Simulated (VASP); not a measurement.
# Nb5N4 in VASP: notebook, part 2 of 2

VASP 6.6.1. Earlier steps stand in the parts before.

### Step 5. Single point, LDA

This run uses another cell than the first one, of 17.60 Å³/atom, 0.914 times its volume.

The input, INCAR:

```
SYSTEM = Nb5N4
PREC     = Accurate       ! precision mode
ENCUT    = 400            ! plane-wave cutoff, eV
EDIFF    = 1E-7           ! SCF threshold, eV
ISMEAR   = 1              ! smearing method
SIGMA    = 0.1            ! smearing width, eV
LREAL    = .FALSE.        ! projectors in reciprocal space
LASPH    = .TRUE.         ! aspherical terms in the spheres
NELM     = 120            ! most SCF steps
ALGO     = Normal         ! electronic algorithm
ISIF     = 2              ! what is computed and relaxed
LWAVE    = .FALSE.        ! write WAVECAR
LCHARG   = .FALSE.        ! write CHGCAR
GGA      = CA             ! functional
NBANDS   = 60             ! bands
LVHAR    = .TRUE.       
LVACPOTAV= .TRUE.       
IDIPOL   = 3
```

The input, KPOINTS:

```
Automatic mesh
0
G
  10 10 1
  0 0 0
```

The input, POSCAR:

```
Nb5N4
1.0
    2.9399979705      0.0000000000      0.0000000000
   -1.4699989852      2.5461129295      0.0000000000
    0.0000000000      0.0000000000     21.1600000000
Nb N
5 4
Direct
    0.0000000000      0.0000000000      0.2362948960
    0.0000000000      0.0000000000      0.3681474480
    0.0000000000      0.0000000000      0.5000000000
    0.0000000000      0.0000000000      0.6318525520
    0.0000000000      0.0000000000      0.7637051040
    0.6666666667      0.3333333334      0.3022211720
    0.6666666667      0.3333333334      0.4340737240
    0.6666666667      0.3333333334      0.5659262760
    0.6666666667      0.3333333334      0.6977788280
```

Potentials or basis: VASP PAW LDA potentials, release 64 (Nb_sv, N).

Run with:

```bash
cat potpaw_LDA.64/Nb_sv/POTCAR potpaw_LDA.64/N/POTCAR > POTCAR
mpirun -np 1 vasp_std > vasp.out
```

OUTCAR:

```text
SYSTEM = Nb5N4
   PREC = Accurate
   ENCUT = 400
   EDIFF = 1E-7
   ISMEAR = 1
   LREAL = .FALSE.
   LASPH = .TRUE.
   NELM = 120
   ISIF = 2
   GGA = CA

 Found     14 irreducible k-points:

 Following reciprocal coordinates:
            Coordinates               Weight
  0.000000  0.000000  0.000000      1.000000
  0.100000 -0.000000  0.000000      6.000000
  0.200000 -0.000000  0.000000      6.000000
  0.300000  0.000000  0.000000      6.000000
  0.400000 -0.000000  0.000000      6.000000
  0.500000 -0.000000  0.000000      3.000000
   k-points           NKPTS =     14   k-points in BZ     NKDIM =     14   number of bands    NBANDS=     60
   number of dos      NEDOS =    301   number of ions     NIONS =      9
   total plane-waves  NPLWV =  56000
   dimension x,y,z NGX =    20 NGY =   20 NGZ =  140
   dimension x,y,z NGXF=    40 NGYF=   40 NGZF=  280
   ions per type =               5   4
   NGX,Y,Z   is equivalent  to a cutoff of  11.31, 11.31, 11.00 a.u.
   NGXF,Y,Z  is equivalent  to a cutoff of  22.62, 22.62, 22.00 a.u.
 SYSTEM =  Nb5N4
   PREC   = accura    normal or accurate (medium, high low for compatibility)
   ISTART =      0    job   : 0-new  1-cont  2-samecut
   ICHARG =      2    charge: 1-file 2-atom 10-const
   ISPIN  =      1    spin polarized calculation?
   LNONCOLLINEAR =      F non collinear calculations
   LSORBIT =      F    spin-orbit coupling
   LASPH  =      T    aspherical Exc in radial PAW
   ENCUT  =  400.0 eV  29.40 Ry    5.42 a.u.   4.79  4.79 34.51*2*pi/ulx,y,z
   NELM   =    120;   NELMIN=  2; NELMDL= -5     # of ELM steps
   EDIFF  = 0.1E-06   stopping-criterion for ELM
   LREAL  =      F    real-space projection
   EDIFFG = 0.1E-05   stopping-criterion for IOM
   NSW    =      0    number of steps for IOM
   IBRION =     -1    ionic relax: 0-MD 1-quasi-New 2-CG
   NFREE  =      0    steps in history (QN), initial steepest desc. (CG)
   ISIF   =      2    stress and relaxation
   ISYM   =      2    0-nonsym 1-usesym 2-fastsym
   POTIM  = 0.5000    time-step for ionic-motion
   TEBEG  =    0.0;   TEEND  =   0.0 temperature during run
   PSTRESS=    0.0 pullay stress
   NELECT =      85.0000    total number of electrons
   NUPDOWN=      -1.0000    fix difference up-down
[... 20 lines left out ...]
  energy-cutoff  :      400.00
  volume of cell :      158.39
 maximum number of plane-waves:      2901
 NGX is ok and might be reduce to    20
   NGX =  9   NGY =  9   NGZ = 69

 number of electron      85.0000000 magnetization

 Free energy of the ion-electron system (eV)
  ---------------------------------------------------
  ext. energy  EPLUGINS =         0.00000000
  ---------------------------------------------------
  free energy    TOTEN  =      -100.69960374 eV

  energy without entropy =     -100.69751152  energy(sigma->0) =     -100.69890633

 E-fermi :   6.5073     XC(G=0):  -9.6689

 val. band max:        6.3052647947   @ k =   0.5000  -0.0000   0.0000
 cond. band min:       6.5246710488   @ k =   0.0000   0.0000   0.0000
 fundamental gap:      0.2194062542
 Fermi energy:         6.5072659835

 k-point     1 :       0.0000    0.0000    0.0000
  band No.  band energies     occupation
      1     -48.7254      2.00000
      2     -48.6903      2.00000
      3     -48.5976      2.00000
      4     -48.2694      2.00000
      5     -48.2693      2.00000
      6     -25.8186      2.00000
[... 331 lines left out ...]
     53      10.8846      0.00000
     54      11.0260      0.00000

 [... further k-points ...]

 [bands above 54 left out]

------------------------ aborting loop because EDIFF is reached ----------------------------------------

 dipolmoment           0.000000      0.000000      0.000000 electrons x Angstroem

  FORCE on cell =-STRESS in cart. coord.  units (eV):
  Direction    XX          YY          ZZ          XY          YZ          ZX
  --------------------------------------------------------------------------------------
  -------------------------------------------------------------------------------------
  Total       -7.9664058     -7.9664058      3.6798943     -0.0000000      0.0000000      0.0000000
  in kB      -80.5809999    -80.5809999     37.2225026     -0.0000000      0.0000000      0.0000000
  external PRESSURE =     -41.3131657 kB  Pullay stress =       0.0000000 kB

 VOLUME and BASIS-vectors are now :
 -----------------------------------------------------------------------------
  energy-cutoff  :      400.00
  volume of cell :      158.39
      direct lattice vectors                 reciprocal lattice vectors
     2.939997970  0.000000000  0.000000000     0.340136289  0.196377778  0.000000000
    -1.469998985  2.546112930  0.000000000     0.000000000  0.392755556  0.000000000
     0.000000000  0.000000000 21.160000000     0.000000000  0.000000000  0.047258979

 POSITION                                       TOTAL-FORCE (eV/Angst)
 -----------------------------------------------------------------------------------
      0.00000      0.00000      5.00000        -0.000000     -0.000000     -0.409588
      0.00000      0.00000      7.79000        -0.000000     -0.000000     -0.476453
      0.00000      0.00000     10.58000        -0.000000     -0.000000      0.000000
      0.00000      0.00000     13.37000        -0.000000     -0.000000      0.476453
      0.00000      0.00000     16.16000        -0.000000      0.000000      0.409588
      1.47000      0.84870      6.39500         0.000000      0.000000      0.130576
      1.47000      0.84870      9.18500         0.000000      0.000000      0.027203
      1.47000      0.84870     11.97500         0.000000      0.000000     -0.027203
      1.47000      0.84870     14.76500         0.000000      0.000000     -0.130576
 -----------------------------------------------------------------------------------
    total drift:                                0.000001     -0.000001      0.000000

  FREE ENERGIE OF THE ION-ELECTRON SYSTEM (eV)
  ---------------------------------------------------
  free  energy   TOTEN  =      -100.6996037362 eV

  energy  without entropy=     -100.6975115232  energy(sigma->0) =     -100.69890633
```

OSZICAR:

```text
N       E                     dE             d eps       ncg     rms          rms(c)
DAV:   1     0.925073449429E+03    0.92507E+03   -0.40759E+04  1824   0.118E+03
DAV:   2    -0.258732478416E+02   -0.95095E+03   -0.91719E+03  2168   0.546E+02
DAV:   3    -0.106549403899E+03   -0.80676E+02   -0.79067E+02  2752   0.125E+02
[... 15 lines left out ...]
DAV:  19    -0.100699594378E+03   -0.44280E-04   -0.15126E-05  2416   0.120E-02    0.374E-03
DAV:  20    -0.100699602904E+03   -0.85256E-05   -0.48571E-06  2416   0.569E-03    0.158E-03
DAV:  21    -0.100699603493E+03   -0.58866E-06   -0.22304E-07  1720   0.207E-03    0.618E-04
DAV:  22    -0.100699603659E+03   -0.16687E-06   -0.57572E-08  1416   0.145E-03    0.552E-04
DAV:  23    -0.100699603736E+03   -0.76703E-07   -0.32163E-08  1360   0.908E-04
   1 F= -.10069960E+03 E0= -.10069891E+03  d E =-.209221E-02
```

stdout:

```text
POSCAR found type information on POSCAR NbN
 POSCAR found :  2 types and       9 ions
 scaLAPACK will be used
 LDA part: xc-table for (Slater(with rela. corr.)+CA(PZ))
 , standard interpolation
 POSCAR, INCAR and KPOINTS ok, starting setup
 FFT: planning ... GRIDC
 FFT: planning ... GRID_SOFT
 FFT: planning ... GRID
 WAVECAR not read
 entering main loop
```

Wall time 2.6 min (1 thread of Intel Xeon Platinum 8488C (Sapphire Rapids), shared host); peak memory 0.21 GiB.

These settings aren't checked as converged: the numbers below hold their error.

What came out:

```
Free energy            : -100.6996 eV
Largest force          : 0.476 eV/Å
Band gap on the k mesh : none (metal or under the smearing width)
```

Caveat: the cutoff is under 1.25 times the usual one of these potentials, so pressure, stress and relaxed cells hold a basis-set (Pulay) error.
